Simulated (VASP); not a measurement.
Computed with PBE GGA, VASP's PBE PAW potentials (set 64) (plane waves; VASP).

Input for VASP

**POSCAR**
```
BeO
1
    2.7173110000     0.0000000000     0.0000000000
   -1.3586560000     2.3532610000     0.0000000000
    0.0000000000     0.0000000000     8.8957810000
Be O
4 4
Direct
  0.0000000000   0.0000000000   0.0000000000
  0.0000000000   0.0000000000   0.5000000000
  0.6666670000   0.3333330000   0.7501800000
  0.3333330000   0.6666670000   0.2501800000
  0.0000000000   0.0000000000   0.8121600000
  0.0000000000   0.0000000000   0.3121600000
  0.6666670000   0.3333330000   0.5632900000
  0.3333330000   0.6666670000   0.0632900000
```

INCAR:
```
! general
SYSTEM = BeO
PREC   = Accurate
ENCUT  = 400
LREAL  = .FALSE.
LASPH  = .TRUE.

! electronic loop
EDIFF  = 1E-6
NELM   = 100
ALGO   = Normal

! smearing
ISMEAR = 0
SIGMA  = 0.2

! functional
GGA    = PE

! ions
ISIF   = 2

! output
LWAVE  = .FALSE.
LCHARG = .FALSE.
```

### KPOINTS
```
Automatic mesh
0
Gamma
14 14 4
0 0 0
```

POTCAR, in this order: Be O (PBE.64 set). Program: vasp_std.

Output

File OUTCAR:
```
 ion  position               nearest neighbor table
   1  0.000  0.000  0.000-   8 1.67   8 1.67   8 1.67   5 1.67
   2  0.000  0.000  0.500-   7 1.67   7 1.67   7 1.67   6 1.67
   3  0.667  0.333  0.750-   7 1.66   5 1.66   5 1.66   5 1.66
   4  0.333  0.667  0.250-   8 1.66   6 1.66   6 1.66   6 1.66
   5  0.000  0.000  0.812-   3 1.66   3 1.66   3 1.66   1 1.67
   6  0.000  0.000  0.312-   4 1.66   4 1.66   4 1.66   2 1.67
   7  0.667  0.333  0.563-   3 1.66   2 1.67   2 1.67   2 1.67
   8  0.333  0.667  0.063-   4 1.66   1 1.67   1 1.67   1 1.67
  LATTYP: Found a hexagonal cell.
 ALAT       =     2.7173110000
 C/A-ratio  =     3.2737441537
 Subroutine PRICEL returns:
 Original cell was already a primitive cell.
 Subroutine GETGRP returns: Found 12 space group operations
The static configuration has the point symmetry C_3v.
 The point group associated with its full space group is C_6v.
The dynamic configuration has the point symmetry C_3v.
 Subroutine INISYM returns: Found 12 space group operations
 Subroutine IBZKPT returns following result:
 Found     72 irreducible k-points:

 Following reciprocal coordinates:
            Coordinates               Weight
  0.000000  0.000000  0.000000      1.000000
  0.071429 -0.000000  0.000000      6.000000
  0.142857 -0.000000  0.000000      6.000000
  0.214286 -0.000000  0.000000      6.000000
  0.285714  0.000000  0.000000      6.000000
  0.357143 -0.000000  0.000000      6.000000
  0.428571 -0.000000  0.000000      6.000000
  0.500000 -0.000000  0.000000      3.000000
  0.071429  0.071429  0.000000      6.000000
  0.142857  0.071429  0.000000     12.000000
  0.214286  0.071429  0.000000     12.000000
  0.285714  0.071429  0.000000     12.000000
  0.357143  0.071429  0.000000     12.000000
  0.428571  0.071429  0.000000     12.000000
  0.142857  0.142857  0.000000      6.000000
  0.214286  0.142857  0.000000     12.000000
...
```

File OSZICAR:
```
       N       E                     dE             d eps       ncg     rms          rms(c)
DAV:   1     0.133356163453E+03    0.13336E+03   -0.15451E+04  3032   0.119E+03
DAV:   2    -0.539837074273E+02   -0.18734E+03   -0.18024E+03  4045   0.296E+02
DAV:   3    -0.611157316909E+02   -0.71320E+01   -0.71091E+01  3744   0.629E+01
DAV:   4    -0.611816639174E+02   -0.65932E-01   -0.65862E-01  3664   0.741E+00
DAV:   5    -0.611826536563E+02   -0.98974E-03   -0.98964E-03  3719   0.786E-01    0.125E+01
DAV:   6    -0.570077915027E+02    0.41749E+01   -0.17042E+01  3464   0.270E+01    0.418E+00
DAV:   7    -0.569788008180E+02    0.28991E-01   -0.24636E-01  3704   0.385E+00    0.267E+00
DAV:   8    -0.569919816140E+02   -0.13181E-01   -0.73030E-02  3374   0.304E+00    0.269E-01
DAV:   9    -0.569913670939E+02    0.61452E-03   -0.28311E-03  3739   0.397E-01    0.104E-01
DAV:  10    -0.569920936435E+02   -0.72655E-03   -0.22672E-03  3559   0.312E-01    0.734E-02
DAV:  11    -0.569920179434E+02    0.75700E-04   -0.18857E-04  3679   0.956E-02    0.296E-02
DAV:  12    -0.569920039000E+02    0.14043E-04   -0.50870E-05  3494   0.491E-02    0.750E-03
DAV:  13    -0.569920026229E+02    0.12771E-05   -0.10489E-05  3649   0.222E-02    0.347E-03
DAV:  14    -0.569920018640E+02    0.75897E-06   -0.57848E-07  2152   0.629E-03
   1 F= -.56992002E+02 E0= -.56992002E+02  d E =-.273051E-11
```

OUTCAR:
```
------------------------ aborting loop because EDIFF is reached ----------------------------------------
  FORCE on cell =-STRESS in cart. coord.  units (eV):
  Direction    XX          YY          ZZ          XY          YZ          ZX
  --------------------------------------------------------------------------------------
  Total       -3.0045486     -3.0045503     -3.5738714      0.0000006      0.0000000      0.0000000
  in kB      -84.6245350    -84.6245814   -100.6597797      0.0000180      0.0000000      0.0000000
  external PRESSURE =     -89.9696320 kB  Pullay stress =       0.0000000 kB
  volume of cell :       56.88
      direct lattice vectors                 reciprocal lattice vectors
     2.717311000  0.000000000  0.000000000     0.368010875  0.212471198  0.000000000
    -1.358656000  2.353261000  0.000000000     0.000000000  0.424942240  0.000000000
     0.000000000  0.000000000  8.895781000     0.000000000  0.000000000  0.112412839
 POSITION                                       TOTAL-FORCE (eV/Angst)
 -----------------------------------------------------------------------------------
      0.00000      0.00000      0.00000         0.000000     -0.000000      0.153849
      0.00000      0.00000      4.44789        -0.000000     -0.000000      0.153849
      1.35866      0.78442      6.67344        -0.000000     -0.000000     -0.047255
     -0.00000      1.56884      2.22555         0.000000     -0.000000     -0.047255
      0.00000      0.00000      7.22480        -0.000000     -0.000000      0.113863
      0.00000      0.00000      2.77691         0.000000     -0.000000      0.113863
      1.35866      0.78442      5.01090        -0.000000      0.000000     -0.220457
     -0.00000      1.56884      0.56301         0.000000     -0.000000     -0.220457
 -----------------------------------------------------------------------------------
    total drift:                               -0.000001     -0.000002     -0.000720
  FREE ENERGIE OF THE ION-ELECTRON SYSTEM (eV)
  ---------------------------------------------------
  free  energy   TOTEN  =       -56.9920018640 eV

  energy  without entropy=      -56.9920018640  energy(sigma->0) =      -56.99200186
```
(Selected blocks of OUTCAR.)

OUTCAR:
```
 val. band max:        3.3215324856   @ k =   0.0000   0.0000   0.0000

 cond. band min:      10.5790144274   @ k =   0.0000   0.0000   0.0000


 Fermi energy:         4.1990805408

 k-point     1 :       0.0000    0.0000    0.0000
  band No.  band energies     occupation
      1     -15.1623      2.00000
      2     -14.4653      2.00000
      3     -14.3909      2.00000
      4     -13.4869      2.00000
      5      -2.7135      2.00000
      6      -0.0454      2.00000
      7       0.0254      2.00000
      8       2.4347      2.00000
      9       2.4347      2.00000
     10       2.8124      2.00000
     11       2.8124      2.00000
     12       2.9075      2.00000
     13       2.9075      2.00000
     14       3.2673      2.00000
     15       3.3215      2.00000
     16       3.3215      2.00000
     17      10.5790      0.00000
     18      12.6588      0.00000
     19      12.9533      0.00000
     20      14.7986      0.00000
     21      17.4698      0.00000

 k-point     2 :       0.0714   -0.0000    0.0000
  band No.  band energies     occupation
      1     -15.1030      2.00000
      2     -14.4172      2.00000
      3     -14.3412      2.00000
      4     -13.4536      2.00000
      5      -2.6383      2.00000
      6      -0.0465      2.00000
      7       0.0257      2.00000
      8       2.1880      2.00000
      9       2.3279      2.00000
     10       2.6003      2.00000
     11       2.6923      2.00000
     12       2.7370      2.00000
     13       2.8343      2.00000
     14       3.0427      2.00000
     15       3.2310      2.00000
     16       3.2835      2.00000
     17      10.8071      0.00000
     18      12.7441      0.00000
     19      13.0427      0.00000
     20      15.0119      0.00000
     21      16.9595      0.00000

 k-point     3 :       0.1429   -0.0000    0.0000
  band No.  band energies     occupation
      1     -14.9308      2.00000
      2     -14.2759      2.00000
      3     -14.1985      2.00000
...
```

At this cut-off the stress carries a Pulay error, which pulls relaxed volumes low.

The structure was generated: BeO was put into an ordered model structure, which need not be its known phase. The cell was not relaxed at this level.
